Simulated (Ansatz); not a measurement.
## AgBr at 40 GPa: from Born charge to LO–TO splitting and polaron coupling

These are results of Ansatz 0.2.0, DFT PBE, scalar-relativistic, plane waves, PAW, not measurements. Settings: 420 eV plane-wave cutoff, Γ-centred 10×10×10 mesh, fixed occupations. No spin polarisation. Phonons by linear response, acoustic sum rule imposed.

The cell, relaxed at 40 GPa:
```cif
data_structure
_symmetry_space_group_name_H-M 'P 1'
_symmetry_Int_Tables_number 1
_cell_length_a 3.6422
_cell_length_b 3.6422
_cell_length_c 3.6422
_cell_angle_alpha 60.000
_cell_angle_beta 60.000
_cell_angle_gamma 60.000
_cell_volume 34.16
loop_
_atom_site_label
_atom_site_type_symbol
_atom_site_fract_x
_atom_site_fract_y
_atom_site_fract_z
_atom_site_occupancy
Ag1 Ag 0.50000 0.50000 0.50000 1
Br1 Br 0.00000 0.00000 0.00000 1
```

Other phases may be more stable at this pressure. The bands were filled as in an insulator; under compression the gap may have closed between mesh points.

Linear response gives ν_TO = 198.7 cm⁻¹, Born charges ±1.376 e (positive on Ag) and ε∞ = 7.945. The primitive cell holds 34.164 Å³, and the masses are 107.868 and 79.904 amu.

Question: Find ν_LO and the static dielectric constant.

Answer: The long-wave field adds a restoring force: ω_LO² − ω_TO² = Z*²e²/(ε_vac ε∞ μV). In these units ν_LO² − ν_TO² = 4.92064×10⁷ Z*²/(μ V ε∞) cm⁻², with μ = m₁m₂/(m₁ + m₂) = 45.902 amu: 7473 cm⁻². So ν_LO = √(198.7² + 7473) = 216.7 cm⁻¹, and the run gives 216.7. Lyddane–Sachs–Teller then gives ε0 = ε∞ (ν_LO/ν_TO)² = 9.45, against 9.45 in the run (it forms both from the same three quantities, so the match checks the arithmetic only). Between ν_TO and ν_LO the dielectric function is negative and an undamped crystal reflects fully: a reststrahlen band from 46.1 to 50.3 μm.

Question: What do the Clausius–Mossotti polarisability and the Szigeti charge come to?

Answer: With the Lorentz local field, α = (3V/4π)(ε∞ − 1)/(ε∞ + 2) = 5.70 Å³ for the pair, and e_S = 3Z*/(ε∞ + 2) = 0.41 e. The Born charge includes the electrons' response to the dipole's own local field, and e_S takes that enhancement out. The Lorentz field assumes point-like polarisable ions, a poor picture once ε∞ is this large, since the electron clouds then overlap or are shared, so both numbers are formal here.

Question: How strongly does a slow electron couple to the LO mode?

Answer: For one isotropic parabolic band, Fröhlich's constant is α_F = (1/ε∞ − 1/ε0) √(m* Ry/ħω_LO), with Ry = 13.606 eV, ħω_LO = 26.9 meV and m* in free-electron masses: α_F = 0.0200 × 22.50 × √m* = 0.45 √m*. The band mass isn't part of this run; for m* = 0.1, 0.3 and 1 it gives 0.14, 0.25, 0.45. In weak coupling the polaron lies α_F ħω_LO below the band edge (7 meV at m* = 0.3) with a mass m*(1 + α_F/6); past α_F of about 5 or 6 that expansion fails. A semilocal functional's ε∞ tends to be too large, which taken alone lowers α_F.